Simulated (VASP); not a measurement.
# HC60N3 (a cell with a defect) in VASP: further runs

The runs below take HC60N3 (a cell with a defect) through single point, with PBE, LDA, r2SCAN.

Program: VASP 6.6.1. These are calculated values, not measurements. Logs are shortened: lines on timing, memory, paths and dates and some standing lists are left out, and cuts for length are marked.

## 1. The crystal as given

The cell holds a defect, 64 atoms: a = 7.140 Å, b = 7.140 Å, c = 7.140 Å, α = 90.00°, β = 90.00°, γ = 90.00°.

The cell was built by a generator and needn't be a form met in nature.

## 2. Single point, PBE

Input file INCAR:

```
ALGO = Fast
EDIFF = 1E-7
ENCUT = 520
GGA = PE
ISIF = 2
ISMEAR = 0
LASPH = True
LCHARG = True
LELF = True
LREAL = False
LVHAR = True
LWAVE = False
NBANDS = 166
NELM = 80
PREC = Accurate
SIGMA = 0.03
```

Input file KPOINTS:

```
k-points
0
Gamma
  2 2 2
```

Input file POSCAR:

```
HC60N3
1.0
    7.1400000000      0.0000000000      0.0000000000
    0.0000000000      7.1400000000      0.0000000000
    0.0000000000      0.0000000000      7.1400000000
H C N
1 60 3
Direct
    0.5164425200      0.5164425200      0.5164425200
    0.6319130000      0.6319130000      0.6319130000
    0.5014860000      0.7507060000      0.7507060000
    0.7507060000      0.5014860000      0.7507060000
    0.7507060000      0.7507060000      0.5014860000
    0.4950870000      0.2505090000      0.7494590000
    0.4950870000      0.7494590000      0.2505090000
    0.2505090000      0.4950870000      0.7494590000
    0.7494590000      0.4950870000      0.2505090000
    0.2505090000      0.7494590000      0.4950870000
    0.7494590000      0.2505090000      0.4950870000
    0.6235760000      0.3759650000      0.8734240000
    0.6235760000      0.8734240000      0.3759650000
    0.3759650000      0.6235760000      0.8734240000
    0.8734240000      0.6235760000      0.3759650000
    0.3759650000      0.8734240000      0.6235760000
    0.8734240000      0.3759650000      0.6235760000
    0.5050870000      0.2510410000      0.2510410000
    0.2510410000      0.5050870000      0.2510410000
    0.2510410000      0.2510410000      0.5050870000
    0.1273950000      0.6227350000      0.6227350000
    0.6227350000      0.1273950000      0.6227350000
    0.6227350000      0.6227350000      0.1273950000
    0.9999620000      0.4999560000      0.4999560000
    0.4999560000      0.9999620000      0.4999560000
    0.4999560000      0.4999560000      0.9999620000
    0.1278200000      0.3773090000      0.3773090000
    0.3773090000      0.1278200000      0.3773090000
    0.3773090000      0.3773090000      0.1278200000
    0.6239330000      0.8758650000      0.8758650000
    0.8758650000      0.6239330000      0.8758650000
    0.8758650000      0.8758650000      0.6239330000
    0.0011195000      0.7494200000      0.7494200000
    0.7494200000      0.0011195000      0.7494200000
    0.7494200000      0.7494200000      0.0011195000
    0.1237350000      0.3750450000      0.8761320000
    0.1237350000      0.8761320000      0.3750450000
    0.3750450000      0.1237350000      0.8761320000
    0.8761320000      0.1237350000      0.3750450000
    0.3750450000      0.8761320000      0.1237350000
    0.8761320000      0.3750450000      0.1237350000
    0.9987500000      0.2495250000      0.7493430000
    0.9987500000      0.7493430000      0.2495250000
    0.2495250000      0.9987500000      0.7493430000
    0.7493430000      0.9987500000      0.2495250000
    0.2495250000      0.7493430000      0.9987500000
    0.7493430000      0.2495250000      0.9987500000
    0.1237820000      0.1237820000      0.6246850000
    0.1237820000      0.6246850000      0.1237820000
    0.6246850000      0.1237820000      0.1237820000
    0.0017403000      0.2503660000      0.2503660000
    0.2503660000      0.0017403000      0.2503660000
    0.2503660000      0.2503660000      0.0017403000
    0.1249420000      0.8743930000      0.8743930000
    0.8743930000      0.1249420000      0.8743930000
    0.8743930000      0.8743930000      0.1249420000
    0.9999680000      0.9999680000      0.4998950000
    0.9999680000      0.4998950000      0.9999680000
    0.4998950000      0.9999680000      0.9999680000
    0.1254050000      0.1254050000      0.1254050000
    0.9997840000      0.9997840000      0.9997840000
    0.6351560000      0.3648080000      0.3648080000
    0.3648080000      0.6351560000      0.3648080000
    0.3648080000      0.3648080000      0.6351560000
```

Potentials or basis: VASP PAW PBE potentials, release 64 (H, C, N).

Launch:

```
$ cat potpaw_PBE.64/H/POTCAR potpaw_PBE.64/C/POTCAR potpaw_PBE.64/N/POTCAR > POTCAR
$ mpirun -np 1 vasp_std > vasp.out
```

OUTCAR:

```text
EDIFF = 1E-7
   ENCUT = 520
   GGA = PE
   ISIF = 2
   ISMEAR = 0
   LASPH = True
   LREAL = False
   NELM = 80
   PREC = Accurate

 ion  position               nearest neighbor table
   1  0.516  0.516  0.516-   2 1.43
   2  0.632  0.632  0.632-   1 1.43   3 1.52   4 1.52   5 1.52
   3  0.501  0.751  0.751-   2 1.52  30 1.54  16 1.55  14 1.55
   4  0.751  0.501  0.751-   2 1.52  31 1.54  17 1.55  12 1.55
   5  0.751  0.751  0.501-   2 1.52  32 1.54  15 1.55  13 1.55
   6  0.495  0.251  0.749-  64 1.48  38 1.54  22 1.56  12 1.56
   7  0.495  0.749  0.251-  63 1.48  40 1.54  23 1.56  13 1.56
[... 52 lines left out ...]
  60  0.125  0.125  0.125-  51 1.54  52 1.54  53 1.54  61 1.55
  61  1.000  1.000  1.000-  54 1.55  55 1.55  56 1.55  60 1.55
  62  0.635  0.365  0.365-  18 1.48  11 1.48   9 1.48
  63  0.365  0.635  0.365-  19 1.48  10 1.48   7 1.48
  64  0.365  0.365  0.635-  20 1.48   8 1.48   6 1.48

  LATTYP: Found a simple cubic cell.
 ALAT       =     7.1400000000

  Lattice vectors:

 A1 = (   7.1400000000,   0.0000000000,   0.0000000000)
 A2 = (   0.0000000000,   7.1400000000,   0.0000000000)
 A3 = (   0.0000000000,   0.0000000000,   7.1400000000)

Analysis of symmetry for initial positions (statically):
=====================================================================
 Subroutine PRICEL returns:
 Original cell was already a primitive cell.

 Routine SETGRP: Setting up the symmetry group for a
 simple cubic supercell.

 Subroutine GETGRP returns: Found  6 space group operations
 (whereof  6 operations were pure point group operations)
 out of a pool of 48 trial point group operations.

The static configuration has the point symmetry C_3v.

Analysis of symmetry for dynamics (positions and initial velocities):
=====================================================================
 Subroutine PRICEL returns:
 Original cell was already a primitive cell.

 Routine SETGRP: Setting up the symmetry group for a
 simple cubic supercell.

 Subroutine GETGRP returns: Found  6 space group operations
 (whereof  6 operations were pure point group operations)
 out of a pool of 48 trial point group operations.

The dynamic configuration has the point symmetry C_3v.

 Subroutine INISYM returns: Found  6 space group operations
 (whereof  6 operations are pure point group operations),
 and found     1 'primitive' translations

----------------------------------------------------------------------------------------

                                     Primitive cell

  volume of cell :     363.9943

  direct lattice vectors                    reciprocal lattice vectors
     7.140000000  0.000000000  0.000000000     0.140056022  0.000000000  0.000000000
     0.000000000  7.140000000  0.000000000     0.000000000  0.140056022  0.000000000
     0.000000000  0.000000000  7.140000000     0.000000000  0.000000000  0.140056022

  length of vectors
     7.140000000  7.140000000  7.140000000     0.140056022  0.140056022  0.140056022

  position of ions in fractional coordinates (direct lattice)
     0.516442520  0.516442520  0.516442520
     0.631913000  0.631913000  0.631913000
     0.501486000  0.750706000  0.750706000
     0.750706000  0.501486000  0.750706000
     0.750706000  0.750706000  0.501486000
     0.495087000  0.250509000  0.749459000
[... 56 lines left out ...]
     0.364808000  0.635156000  0.364808000
     0.364808000  0.364808000  0.635156000

  ion indices of the primitive-cell ions
   primitive index   ion index
                 1           1
                 2           2
                 3           3
                 4           4
                 5           5
                 6           6
[... 56 lines left out ...]
                63          63
                64          64

----------------------------------------------------------------------------------------

 KPOINTS: k-points

Automatic generation of k-mesh.
 Grid dimensions read from file:
 generate k-points for:    2    2    2

 Generating k-lattice:

[... 44 lines left out ...]
  energy-cutoff  :      520.00
  volume of cell :      363.99
 maximum number of plane-waves:      9808
 NGX is ok and might be reduce to    54
   NGX = 27   NGY = 27   NGZ = 27

 number of electron     256.0000002 magnetization

 Free energy of the ion-electron system (eV)
  ---------------------------------------------------
  ext. energy  EPLUGINS =         0.00000000
  ---------------------------------------------------
  free energy    TOTEN  =      -569.45655503 eV

  energy without entropy =     -569.45655503  energy(sigma->0) =     -569.45655503

 E-fermi :  10.4210     XC(G=0): -13.1783

 val. band max:       10.2896093394   @ k =   0.0000   0.0000   0.0000
 cond. band min:      13.4956341013   @ k =   0.5000   0.0000   0.0000
 fundamental gap:      3.2060247619
 Fermi energy:        10.4209692634

 k-point     1 :       0.0000    0.0000    0.0000
  band No.  band energies     occupation
      1     -12.2734      2.00000
      2     -10.6838      2.00000
      3     -10.6838      2.00000
      4     -10.2055      2.00000
      5      -9.7607      2.00000
      6      -9.7607      2.00000
[... 132 lines left out ...]
    139      14.3343      0.00000
    140      14.4566      0.00000

 k-point     2 :       0.5000    0.0000    0.0000
  band No.  band energies     occupation
      1     -11.8758      2.00000
      2     -11.5917      2.00000
      3     -10.5775      2.00000
      4     -10.0656      2.00000
      5      -9.5995      2.00000
      6      -9.2424      2.00000
[... 132 lines left out ...]
    139      16.0217      0.00000
    140      16.0837      0.00000

 k-point     3 :       0.5000    0.5000    0.0000
  band No.  band energies     occupation
      1     -11.5224      2.00000
      2     -11.3237      2.00000
      3     -11.1591      2.00000
      4     -10.7469      2.00000
      5      -9.8594      2.00000
      6      -9.4217      2.00000
[... 132 lines left out ...]
    139      15.8255      0.00000
    140      15.9109      0.00000

 k-point     4 :       0.5000    0.5000    0.5000
  band No.  band energies     occupation
      1     -11.2375      2.00000
      2     -11.0954      2.00000
      3     -11.0954      2.00000
      4     -10.3205      2.00000
      5     -10.2553      2.00000
      6     -10.2553      2.00000
[... 132 lines left out ...]
    139      15.4717      0.00000
    140      15.4762      0.00000
 [bands above 140 left out]

------------------------ aborting loop because EDIFF is reached ----------------------------------------

  FORCE on cell =-STRESS in cart. coord.  units (eV):
  Direction    XX          YY          ZZ          XY          YZ          ZX
  --------------------------------------------------------------------------------------
  -------------------------------------------------------------------------------------
  Total        0.9169313      0.9169313      0.9169313     -2.5114200     -2.5114200     -2.5114200
  in kB        4.0360149      4.0360149      4.0360149    -11.0544029    -11.0544029    -11.0544029
  external PRESSURE =       4.0360149 kB  Pullay stress =       0.0000000 kB

 VOLUME and BASIS-vectors are now :
 -----------------------------------------------------------------------------
  energy-cutoff  :      520.00
  volume of cell :      363.99
      direct lattice vectors                 reciprocal lattice vectors
     7.140000000  0.000000000  0.000000000     0.140056022  0.000000000  0.000000000
     0.000000000  7.140000000  0.000000000     0.000000000  0.140056022  0.000000000
     0.000000000  0.000000000  7.140000000     0.000000000  0.000000000  0.140056022

 POSITION                                       TOTAL-FORCE (eV/Angst)
 -----------------------------------------------------------------------------------
      3.68740      3.68740      3.68740         2.413328      2.413328      2.413328
      4.51186      4.51186      4.51186        -1.799614     -1.799614     -1.799614
      3.58061      5.36004      5.36004         0.158506     -0.299103     -0.299103
      5.36004      3.58061      5.36004        -0.299103      0.158506     -0.299103
      5.36004      5.36004      3.58061        -0.299103     -0.299103      0.158506
      3.53492      1.78863      5.35114         0.133398     -0.036761      0.069377
[... 56 lines left out ...]
      2.60473      4.53501      2.60473        -0.073273     -0.180943     -0.073273
      2.60473      2.60473      4.53501        -0.073273     -0.073273     -0.180943
 -----------------------------------------------------------------------------------
    total drift:                                0.000036      0.000036      0.000032

  FREE ENERGIE OF THE ION-ELECTRON SYSTEM (eV)
  ---------------------------------------------------
  free  energy   TOTEN  =      -569.4565550267 eV

  energy  without entropy=     -569.4565550267  energy(sigma->0) =     -569.45655503
```

Wall time 4.6 min (1 thread of Intel Xeon 6975P-C (Granite Rapids), shared host); peak memory 0.5 GiB.

What came out:

```yaml
Free_energy: -569.4566 eV
Pressure: 0.4 GPa
Largest_force: 4.180 eV/Å
Band_gap_on_the_k_mesh: 3.21 eV, indirect (least direct gap 3.25 eV)
```

Forces in eV/Å, atoms in the order of the input:
```
H    2.413  2.413  2.413
C   -1.800 -1.800 -1.800
C    0.159 -0.299 -0.299
C   -0.299  0.159 -0.299
C   -0.299 -0.299  0.159
C    0.133 -0.037  0.069
C    0.133  0.069 -0.037
C   -0.037  0.133  0.069
C    0.069  0.133 -0.037
C   -0.037  0.069  0.133
C    0.069 -0.037  0.133
C    0.033  0.027  0.001
C    0.033  0.001  0.027
C    0.027  0.033  0.001
C    0.001  0.033  0.027
C    0.027  0.001  0.033
C    0.001  0.027  0.033
C   -0.021 -0.137 -0.137
C   -0.137 -0.021 -0.137
C   -0.137 -0.137 -0.021
C   -0.005 -0.017 -0.017
C   -0.017 -0.005 -0.017
C   -0.017 -0.017 -0.005
C   -0.036  0.001  0.001
C    0.001 -0.036  0.001
C    0.001  0.001 -0.036
C   -0.001  0.018  0.018
C    0.018 -0.001  0.018
C    0.018  0.018 -0.001
C   -0.043  0.060  0.060
C    0.060 -0.043  0.060
C    0.060  0.060 -0.043
C   -0.018  0.006  0.006
C    0.006 -0.018  0.006
C    0.006  0.006 -0.018
C    0.011 -0.032 -0.027
C    0.011 -0.027 -0.032
C   -0.032  0.011 -0.027
C   -0.027  0.011 -0.032
C   -0.032 -0.027  0.011
C   -0.027 -0.032  0.011
C   -0.006 -0.015 -0.026
C   -0.006 -0.026 -0.015
C   -0.015 -0.006 -0.026
C   -0.026 -0.006 -0.015
C   -0.015 -0.026 -0.006
C   -0.026 -0.015 -0.006
C    0.018  0.018  0.012
C    0.018  0.012  0.018
C    0.012  0.018  0.018
C    0.011 -0.008 -0.008
C   -0.008  0.011 -0.008
C   -0.008 -0.008  0.011
C    0.006 -0.001 -0.001
C   -0.001  0.006 -0.001
C   -0.001 -0.001  0.006
C    0.029  0.029  0.061
C    0.029  0.061  0.029
C    0.061  0.029  0.029
C   -0.009 -0.009 -0.009
C   -0.006 -0.006 -0.006
N   -0.181 -0.073 -0.073
N   -0.073 -0.181 -0.073
N   -0.073 -0.073 -0.181
```

Stress tensor (GPa, compression positive):
```
 0.40 -1.11 -1.11
-1.11  0.40 -1.11
-1.11 -1.11  0.40
```

Caveat: the k mesh is coarse (spacing up to 0.44 Å⁻¹), so the values aren't converged. PBE gaps usually lie below the measured ones, often by a third to a half.

[end of part 1 of 2]
